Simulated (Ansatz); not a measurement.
# V2NOS MXene bilayer (AA) in a perpendicular field

Aim: how the V2NOS MXene bilayer (AA) screens a field along its normal, and what the field does to its bands. A positive field points along +c.

Calculated with Ansatz 0.2.0; plane-wave DFT, PBE-D4, Ansatz PAW.

**1. Set-up**

The cell holds 10 atoms: 2 S, 4 V, 2 N and 2 O. Cell: a = 2.941 Å, b = 2.941 Å, c = 57.611 Å, α = 90.0°, β = 90.0°, γ = 120.0°. Regions: layer 1: V2NOS MXene, 5 atoms (1 S, 2 V, 1 N and 1 O); layer 2: V2NOS MXene, 5 atoms (1 S, 2 V, 1 N and 1 O). Vacuum lies along c.

**2. Relaxation**

The starting cell is a guess, so the in-plane lattice and the atoms are relaxed first, with the slab cut off from its images along the normal.

File input.yaml:

```yaml
crystal:
  lattice:
    - [2.940652, 0.0, 0.0]
    - [-1.470326, 2.5466793357, 0.0]
    - [0.0, 0.0, 57.610968129]
  atoms:
    - { symbol: S, position: [0.3333333333, 0.6666666667, 0.3844753997] }
    - { symbol: V, position: [0.6666666667, 0.3333333333, 0.4145793149], spin: 2.0 }
    - { symbol: "N", position: [0.0, 0.0, 0.434719628] }
    - { symbol: V, position: [0.3333333333, 0.6666666667, 0.454859941], spin: 2.0 }
    - { symbol: O, position: [0.6666666667, 0.3333333333, 0.4743972364] }
    - { symbol: S, position: [0.3333333333, 0.6666666667, 0.5256027636] }
    - { symbol: V, position: [0.6666666667, 0.3333333333, 0.5557066788], spin: 2.0 }
    - { symbol: "N", position: [0.0, 0.0, 0.5758469918] }
    - { symbol: V, position: [0.3333333333, 0.6666666667, 0.5959873049], spin: 2.0 }
    - { symbol: O, position: [0.6666666667, 0.3333333333, 0.6155246003] }
  periodic: [true, true, false]
magnetization:
  spin_polarized: true
kpoints:
  mp_grid: { grid: [12, 12, 1] }
hamiltonian:
  xc: pbe
  dispersion: d4
scf:
  occupations: { method: fermi_dirac, width: 0.05 }
  convergence: { dr2_threshold: 1.0e-09 }
relax:
  f_tol: 0.004
  max_steps: 90
  cell: {}
output:
  write_potential: true
  write_density: true
  volumetric_format: npy
```

Started as:

```console
ansatz run input.yaml --threads 4 --pin off --max-ram 6144MiB --backend cpu --events-out ev --progress --plain --runs-dir out
```

Numbers of over 12 decimals in the logs are rounded to 6 here.

What it wrote:

```text
Warning: relax.cell: scf.convergence.dr2_threshold = 1e-9 eV is looser than the 1.84026081489e-10 eV advised for a relaxation that steers and ends on the stress (1e-10 eV for each atom of the cell: 10, times the square of relax.cell.stress_2d_tol = 0.05 N/m over 23.3 Å (the atoms' height at the walk's start and 5 Å past either face), 2.145e-2 GPa, over a crystal's default 0.05). What an SCF threshold leaves in a stress goes as its square root, and in the free energy as the threshold itself, and one threshold admits the most on a small cell: [figures from the program's tests cut] Set scf.convergence.dr2_threshold to 1.84026081489e-10 eV or tighter. [rest of the remark cut]
Engine: ansatz 0.2.0, x86_64-unknown-linux-gnu
Pseudopotentials: kind: paw
Pseudopotential: S, paw, valence charge 6, recommended cutoff 420 eV (normal), S.paw.azcp
Pseudopotential: V, paw, valence charge 13, recommended cutoff 420 eV (normal), V.paw.azcp
Pseudopotential: N, paw, valence charge 5, recommended cutoff 420 eV (normal), N.paw.azcp
Pseudopotential: O, paw, valence charge 6, recommended cutoff 420 eV (normal), O.paw.azcp
Functional definition: PBE
  parameter kappa = 0.804
  parameter beta = 0.066725
  exchange = pbe_x(kappa = kappa, mu = beta*pi^2/3)
  correlation = pbe_c(beta = beta)
Crystal: 10 atoms, lattice volume = 431.443 Å³
Basis set: ecut = 420 eV, 8305 PW (Γ), exchange–correlation on 40×40×800 points (8 copies of the dense FFT grid, shifted against one another)
Bands: 57, of which v1, the nominal top of the filled ones, is band 43 counted from 1 (42 counted from 0)
Symmetry: 6 space group operations
Space group: P3m1 (ITA 156), of the structure as read, at distance tolerance 7.6e-5 Å
Magnetic group: BNS 156.49 (UNI 1279), of the structure as read, at distance tolerance 7.6e-5 Å
k-points: 19 of 144 (time reversal used)
Non-local potential: S, projectors of the file, l = 0: 2, l = 1: 2, l = 2: 2
Non-local potential: V, projectors of the file, l = 0: 3, l = 1: 2, l = 2: 3, l = 3: 1
Non-local potential: N, projectors of the file, l = 0: 2, l = 1: 2, l = 2: 1
Non-local potential: O, projectors of the file, l = 0: 2, l = 1: 2, l = 2: 1
PAW form: soft (Blöchl's): semilocal exchange-correlation on the pseudo side does not see the compensation charge
PAW one-centre angular grid: S, 110 points (default); XC on 64 Gauss nodes
PAW one-centre angular grid: V, 590 points (default); XC on 64 Gauss nodes
PAW one-centre angular grid: N, 110 points (default); XC on 64 Gauss nodes
PAW one-centre angular grid: O, 110 points (default); XC on 64 Gauss nodes
Initial density: superposition of atomic densities (neutral atoms: chi_scale 0, normalization atom)
Starting moments: Σ|m| = 8 μB on 4 of 10 sites
Initial wavefunctions: pseudopotential atomic-orbital guess
Functional: x = pbe(κ = 0.804, μ = 0.219515), c = pbe(β = 0.066725)
SCF iter   1: F=—  HF=-15374.939182 eV  |F-HF|=—  |Δ(HF+E_count)|=         —  Δρ=5.52e-2 (↑5.52e-2 ↓3.73e-2)  dr2=4.87e1  dr2_m=1.88e0  M=4.398 μB ∫|m|=5.251 μB  β_m=0.30  ethr=3.10e-3  ⟨swp⟩=14.8  Hψ=14570  notcnv=0
Mixer restart at iter 1: flushing history
preconditioner: auto → LDOS  [metal: Δε(μ)=0.008 eV  Ē_g=9.938 eV  σ=0.050 eV  W_gap=0.04  n_scr=38 (ndim 8)  ℏωp=13.1 eV  f_vac=0.710  D(μ)=7.69/eV (n_scr^D=32)]
spin=Collinear: LDOS preconditioning applied to the charge; magnetization (m = ρ↑ − ρ↓) channel mixes plain (no charge-response kernel on spin).
SCF iter   2: F=—  HF=-15369.381204 eV  |F-HF|=—  |Δ(HF+E_count)|=    5.56e0  Δρ=3.73e-2 (↑3.73e-2 ↓2.36e-2)  dr2=1.98e1  dr2_m=1.08e0  M=3.980 μB ∫|m|=5.014 μB  β_m=0.56  ethr=3.10e-3  ⟨swp⟩=3.3  Hψ=4613  notcnv=0  defer=143
SCF iter   3: F=—  HF=-15366.262501 eV  |F-HF|=—  |Δ(HF+E_count)|=    3.12e0  Δρ=9.02e-3 (↑7.35e-3 ↓9.02e-3)  dr2=3.51e-1  dr2_m=1.97e-1  M=2.870 μB ∫|m|=4.119 μB  β_m=0.62  ethr=3.10e-3  ⟨swp⟩=3.9  Hψ=5533  notcnv=0  defer=137
SCF iter   4: F=—  HF=-15366.466558 eV  |F-HF|=—  |Δ(HF+E_count)|=   2.04e-1  Δρ=6.52e-3 (↑6.52e-3 ↓5.49e-3)  dr2=3.32e-2  dr2_m=1.36e-1  M=2.568 μB ∫|m|=3.597 μB  β_m=0.81  ethr=4.09e-4  ⟨swp⟩=4.3  Hψ=5538  notcnv=0  defer=91
SCF iter   5: F=—  HF=-15367.068004 eV  |F-HF|=—  |Δ(HF+E_count)|=         —  Δρ=1.54e-2 (↑1.54e-2 ↓1.38e-2)  dr2=9.64e-2  dr2_m=8.36e-1  M=0.783 μB ∫|m|=1.248 μB  β_m=1.00  ethr=3.86e-5  ⟨swp⟩=3.6  Hψ=5681  notcnv=0  defer=91  κ⁻¹=2.9e-3(r=3)
SCF iter   6: F=—  HF=-15366.865980 eV  |F-HF|=—  |Δ(HF+E_count)|=   2.02e-1  Δρ=2.84e-3 (↑2.84e-3 ↓2.69e-3)  dr2=1.29e-1  dr2_m=2.62e-3  M=0.550 μB ∫|m|=0.977 μB  β_m=0.81  ethr=5.81e-5  ⟨swp⟩=3.9  Hψ=5244  notcnv=0  defer=88
SCF iter   7: F=—  HF=-15366.849369 eV  |F-HF|=—  |Δ(HF+E_count)|=   1.66e-2  Δρ=7.85e-4 (↑7.85e-4 ↓7.37e-4)  dr2=7.92e-3  dr2_m=1.23e-3  M=0.509 μB ∫|m|=0.930 μB  β_m=0.74  ethr=5.81e-5  ⟨swp⟩=4.0  Hψ=5945  notcnv=0  defer=44
SCF iter   8: F=—  HF=-15366.847839 eV  |F-HF|=—  |Δ(HF+E_count)|=   1.53e-3  Δρ=3.97e-4 (↑3.73e-4 ↓3.97e-4)  dr2=1.39e-3  dr2_m=4.86e-4  M=0.497 μB ∫|m|=0.918 μB  β_m=0.87  ethr=9.21e-6  ⟨swp⟩=3.5  Hψ=5372  notcnv=0  defer=40
SCF iter   9: F=—  HF=-15366.848083 eV  |F-HF|=—  |Δ(HF+E_count)|=   2.44e-4  Δρ=3.59e-4 (↑2.44e-4 ↓3.59e-4)  dr2=9.22e-4  dr2_m=2.83e-4  M=0.471 μB ∫|m|=0.882 μB  β_m=0.91  ethr=1.62e-6  ⟨swp⟩=2.9  Hψ=3832  notcnv=0  defer=40
SCF iter  10: F=—  HF=-15366.848048 eV  |F-HF|=—  |Δ(HF+E_count)|=   3.49e-5  Δρ=2.14e-4 (↑2.14e-4 ↓2.06e-4)  dr2=1.29e-4  dr2_m=1.58e-4  M=0.451 μB ∫|m|=0.844 μB  β_m=0.95  ethr=1.07e-6  ⟨swp⟩=3.1  Hψ=3966  notcnv=0  defer=40
SCF iter  11: F=—  HF=-15366.848076 eV  |F-HF|=—  |Δ(HF+E_count)|=   2.79e-5  Δρ=1.54e-4 (↑1.54e-4 ↓1.34e-4)  dr2=1.49e-4  dr2_m=6.53e-5  M=0.436 μB ∫|m|=0.805 μB  β_m=0.98  ethr=1.50e-7  ⟨swp⟩=3.9  Hψ=5157  notcnv=0  defer=40
SCF iter  12: F=—  HF=-15366.848106 eV  |F-HF|=—  |Δ(HF+E_count)|=   2.97e-5  Δρ=9.57e-5 (↑9.57e-5 ↓8.34e-5)  dr2=1.13e-4  dr2_m=1.66e-5  M=0.415 μB ∫|m|=0.748 μB  β_m=0.80  ethr=1.50e-7  ⟨swp⟩=3.7  Hψ=4980  notcnv=0  defer=40
SCF iter  13: F=—  HF=-15366.848080 eV  |F-HF|=—  |Δ(HF+E_count)|=   2.57e-5  Δρ=3.92e-5 (↑3.92e-5 ↓3.50e-5)  dr2=3.82e-6  dr2_m=5.04e-6  M=0.405 μB ∫|m|=0.728 μB  β_m=0.90  ethr=1.31e-7  ⟨swp⟩=3.3  Hψ=4581  notcnv=0  defer=40
SCF iter  14: F=—  HF=-15366.848087 eV  |F-HF|=—  |Δ(HF+E_count)|=   7.08e-6  Δρ=3.28e-5 (↑3.17e-5 ↓3.28e-5)  dr2=2.14e-6  dr2_m=3.90e-6  M=0.401 μB ∫|m|=0.719 μB  β_m=0.95  ethr=4.44e-9  ⟨swp⟩=3.2  Hψ=5043  notcnv=0  defer=40
[...]
relax step   8: F+E_penalty+E_count = -15367.55259761 eV  Δ(F+E_penalty+E_count) = -2.854e-3 eV  max|allowed force component| = 1.120e-3 eV/Å  Δτ_max = 0.0000 Å  P = +0.085 N/m  Ω = 435.236 Å³  fix = [c, alpha, beta]  reactions: c +0.000 N/m  stress off target by 8.53e-2 N/m on what of the cell is left free  SCF on the basis re-selected at this cell (its energy is not comparable with the rows above)  (5 SCF iters)
[...]
relax step   9: F+E_penalty+E_count = -15367.55251944 eV  Δ(F+E_penalty+E_count) = +7.817e-5 eV  max|allowed force component| = 1.552e-3 eV/Å  Δτ_max = 0.0017 Å  P = +0.009 N/m  Ω = 435.359 Å³  energy of the carried Pulay correction = -8.563e-5 eV  fix = [c, alpha, beta]  reactions: c +0.000 N/m  (9 SCF iters, accepted)
iter 1 solved again at ethr=1.25e-7 eV; its pass at ethr=3.10e-3 eV (dr2=1.07e-4 eV) is discarded
SCF iter   1: F=—  HF=-15367.552404 eV  |F-HF|=—  |Δ(HF+E_count)|=         —  Δρ=7.19e-6 (↑7.19e-6 ↓7.18e-6)  dr2=3.22e-8  dr2_m=6.02e-10  M=-0.000 μB ∫|m|=0.001 μB  β_m=0.65  ethr=1.25e-7  ⟨swp⟩=7.2  Hψ=26162  notcnv=0
eigensolver tolerance schedule: the retry pair's looser diagonalisation over-reported the residual by 3335.56 of it (diagonalisation noise at 0.16 of the residual, at the tolerance the schedule requests for it); recorded, not acted on — ethr = c·dr2/N_el stays at c = 1.0e-1
spin=Collinear: LDOS preconditioning applied to the charge; magnetization (m = ρ↑ − ρ↓) channel mixes plain (no charge-response kernel on spin).
SCF iter   2: F=—  HF=-15367.552538 eV  |F-HF|=—  |Δ(HF+E_count)|=   1.33e-4  Δρ=2.65e-6 (↑2.64e-6 ↓2.65e-6)  dr2=1.90e-8  dr2_m=4.20e-10  M=-0.000 μB ∫|m|=0.001 μB  β_m=0.44  ethr=3.74e-11  ⟨swp⟩=6.3  Hψ=8827  notcnv=0
SCF iter   3: F=—  HF=-15367.552554 eV  |F-HF|=—  |Δ(HF+E_count)|=   1.60e-5  Δρ=2.09e-6 (↑2.08e-6 ↓2.09e-6)  dr2=3.28e-9  dr2_m=4.71e-10  M=-0.000 μB ∫|m|=0.001 μB  β_m=0.69  ethr=2.21e-11  ⟨swp⟩=3.3  Hψ=4410  notcnv=0
SCF iter   4: F=-15367.552605 eV  HF=-15367.552604 eV  |F-HF|=1.27e-6  |Δ(HF+E_count)|=   4.99e-5  Δρ=2.81e-7 (↑2.81e-7 ↓2.37e-7)  dr2=6.50e-10  dr2_m=4.90e-11  M=-0.000 μB ∫|m|=0.001 μB  ethr=1.16e-12  ⟨swp⟩=14.9  Hψ=20138  notcnv=0
the starting moments were not kept: the SCF closed with an absolute magnetisation of 5.8e-4 μB, where they sum to 8 μB in size (4 sites). That is at most 0.1 of that sum.
SCF 10 converged in 4 iterations: F = -15367.552605 eV  dr2 = 6.50e-10
relax step  10: F+E_penalty+E_count = -15367.55260483 eV  Δ(F+E_penalty+E_count) = -8.538e-5 eV  max|allowed force component| = 1.555e-3 eV/Å  Δτ_max = 0.0000 Å  P = +0.010 N/m  Ω = 435.359 Å³  fix = [c, alpha, beta]  reactions: c +0.000 N/m  stress off target by 1.01e-2 N/m on what of the cell is left free  SCF on the basis re-selected at this cell (its energy is not comparable with the rows above)  (4 SCF iters)
basis re-selected at this cell: Δ(F+E_penalty+E_count) = -8.538e-5 eV, ΔP = +0.001 N/m vs the last step (what re-selecting the basis moved, of the pressure what is left beyond the Pulay correction that the steps carried, after the strain that the cell walked since its last selection, with what the two solves' SCF thresholds leave and, on support functions, any second-order correction that the steps lacked; it is no m [...]
WARN: The output density's exchange-correlation potential varies sharply where the density is thin. Do not read a vacuum level from v_tot or v_xc, or from such a field of the output density. On a cell that repeats whose density bears no net charge and no dipole along the vacuum's axis use v_es (v_loc + v_h of the components); under efield.dipole_correction with no amplitude use v_es + v_field, which holds any externa [...]
SCF converged after 4 iterations
Magnetization: -0.0004 μB (42.9998 up, 43.0002 down)
Absolute magnetization: 0.0006 μB (∫|ρ↑−ρ↓|, with the PAW one-centre terms)
Spin contamination: 0.0000 ħ² per cell (⟨S²⟩ above its minimum at these occupations)
Per-site moments (μB) at R_I (Å): [(-1.4383345083251377e-6, 0.965303), (7.051630423691026e-6, 0.833043), (5.834012811511387e-7, 0.833043), (-3.0686510525968245e-5, 0.812994), (7.474285848307186e-8, 0.812994), (-1.7543341649682155e-5, 0.965171), (6.545610787979843e-5, 0.833374), (6.2030557285095414e-6, 0.833374), (-0.000315881, 0.809875), (-2.1016962337830913e-7, 0.809875)]
Free energy (F): -15367.552605 eV
Harris-Foulkes:  -15367.552604 eV  (|F-HF|=1.27e-6)
Internal energy: -15367.505134 eV  (E = F + TS)
E sigma→0 (E₀):  -15367.528869 eV
Entropy (-TS):   -0.047471 eV (-4.747 meV/atom)
Fermi energy:    -5.769664 eV
--- Per-component energies (eV) ---
  E_band       = -2328.762064
  E_kinetic    = 2179.877205
  E_local      = -861777.601335  (includes V_loc(G=0)·N_el)
  E_nonlocal   = 53.059300
  E_hartree    = 429651.034161
  E_xc         = -988.536548
  E_vxc        = -1184.152920  (∫ρ·V_xc dr)
  E_paw        = -6216.927792  (= ΣΔE_a)
  E_vpaw       = -902.020762  (= ΣTr[D̂ρ^β])
  E_aug_tail   = 0.006242  (compensation charges beyond the density's cutoff)
  E_ewald      = 421734.494010
  E_disp       = -2.910377  (pairwise vdW)
  E_smearing   = -0.047471  (= −TS)
  E_closure    = -0.000000  (closes the sum)
  Σ components = -15367.552605   (vs F -15367.552605, Δ=0.00e0)
--- Forces (eV/Å), atoms counted from 1 ---
  atom   1  S      0.00000000     0.00000000     0.00004950
  atom   2  V      0.00000000     0.00000000    -0.00058176
  atom   3  N      0.00000000    -0.00000000     0.00016166
  atom   4  V      0.00000000     0.00000000    -0.00098718
  atom   5  O      0.00000000     0.00000000     0.00145208
  atom   6  S      0.00000000     0.00000000     0.00023330
  atom   7  V      0.00000000     0.00000000    -0.00122009
  atom   8  N      0.00000000    -0.00000000     0.00064380
  atom   9  V      0.00000000     0.00000000    -0.00130383
  atom  10  O      0.00000000     0.00000000     0.00155484
  max |Σ_I F_I| component: 2.32e-6 eV/Å
--- 2D stress c σ (N/m, compression-positive) ---
        0.010118       0.000000      -0.000000
        0.000000       0.010118      -0.000000
       -0.000000      -0.000000       0.000000
  P = ½ c Tr σ = 0.0101 N/m
--- Band table (eV; the first three rows and the last of 38) ---
  k-point 0 ↑: bands = [... 39 lower, -6.8549, -6.1634, -6.0668, -6.0668, -6.0374, -6.0198, -6.0198, -5.4250, ... 10 higher]
  k-point 1 ↑: bands = [... 39 lower, -7.0455, -6.5161, -6.4609, -5.8727, -5.8224, -5.7137, -5.6646, -5.3479, ... 10 higher]
  k-point 2 ↑: bands = [... 39 lower, -7.2409, -6.9267, -6.8471, -5.8244, -5.7904, -5.4755, -5.4045, -5.2504, ... 10 higher]
  k-point 18 ↓: bands = [... 39 lower, -9.0801, -6.0053, -5.9154, -5.8267, -5.7931, -5.3899, -5.3255, -4.8891, ... 10 higher]
  the weakly bound empty levels are not read free of the cell's end (no_gap_told)
--- Relaxed structure (8 steps of the walk, 7 accepted, 2 SCFs on fresh bases) ---
  F+E_penalty+E_count = -15367.55260483 eV   max|allowed force component| = 1.555e-3 eV/Å   (the final SCF, on the basis selected at the relaxed cell)
  cell:  # Å, volume = 435.3594 Å³
    - [2.953970, 0, 0]
    - [-1.476985, 2.558213, 0]
    - [0, 0, 57.610968129]
  atoms:
    - { symbol: S, position: [0.333333, 0.666667, 0.392335] }
    - { symbol: V, position: [0.666667, 0.333333, 0.420149] }
    - { symbol: N, position: [6.0931952587047755e-18, 0, 0.438922] }
    - { symbol: V, position: [0.333333, 0.666667, 0.458287] }
    - { symbol: O, position: [0.666667, 0.333333, 0.475433] }
    - { symbol: S, position: [0.333333, 0.666667, 0.524581] }
    - { symbol: V, position: [0.666667, 0.333333, 0.552387] }
    - { symbol: N, position: [-6.758855908779788e-18, 0, 0.571186] }
    - { symbol: V, position: [0.333333, 0.666667, 0.590769] }
    - { symbol: O, position: [0.666667, 0.333333, 0.607651] }
```

The job ended after 8.8 min (4 threads of Intel Xeon Platinum 8259CL at 2.50GHz (Skylake/Cascade Lake), shared host; peak memory 1.5 GiB; 34 min of CPU time).

Relaxation path:

| step | energy less that of the first step (eV) | largest force component (eV/Å) | volume (Å³) |
| --- | --- | --- | --- |
| 1 | 0.0000 | 2.2431 | 431.44 |
| 2 | -0.6239 | 0.5303 | 441.12 |
| 3 | -0.6965 | 0.1524 | 435.44 |
| 4 | -0.6967 | 0.0930 | 434.51 |
| 5 | -0.7013 | 0.0400 | 435.22 |
| 6 | -0.7016 | 0.0034 | 435.33 |
| 7 | -0.7017 | 0.0011 | 435.24 |
| 8* | -0.7045 | 0.0011 | 435.24 |
| 9 | -0.7044 | 0.0016 | 435.36 |
| 10* | -0.7045 | 0.0016 | 435.36 |

Relaxation steps marked * repeat the geometry before them on a plane-wave basis chosen anew for their cell, so energy and pressure can jump there. Relaxation step 4 was tried and not accepted.

Forces are held to the 6 operations that the run works with; a distortion that breaks them can't arise in this run.

| cell as run | before | after | change |
| --- | --- | --- | --- |
| a (Å) | 2.941 | 2.954 | +0.5 % |
| b (Å) | 2.941 | 2.954 | +0.5 % |

The atoms that moved most (Å, along periodic axes as changes of fractional coordinates times the final cell, across vacuum about the mean position):

| atom | dx | dy | dz | length |
| --- | --- | --- | --- | --- |
| O10 | 0.000 | 0.000 | -0.454 | 0.454 |
| S1 | 0.000 | 0.000 | 0.453 | 0.453 |
| V2 | 0.000 | 0.000 | 0.321 | 0.321 |
| V9 | 0.000 | 0.000 | -0.301 | 0.301 |
| N8 | 0.000 | 0.000 | -0.269 | 0.269 |
| N3 | 0.000 | 0.000 | 0.242 | 0.242 |
| V4 | 0.000 | 0.000 | 0.197 | 0.197 |
| V7 | 0.000 | 0.000 | -0.191 | 0.191 |

Numbers from this step:

| Item | Value |
| --- | --- |
| energy at zero smearing | -15367.5289 eV |

The lattice constant a goes from 2.941 to 2.954 Å.

[end of part 1 of 3]

[Logs are printed without paths, hosts, clocks, repeated set-up lines and the standing remarks that a program may print on its own settings, such as how far it seeks lower states.]

[Hosts, paths, dates, database ids (printed as entryN), source tags and the programs' standing remarks are cut or masked in the printed files.]

[Maps of the electrostatic potential energy from Ansatz leave out the sawtooth potential of an applied field or a dipole correction, so their vacuum need not be flat; planar profiles and work functions include it.]
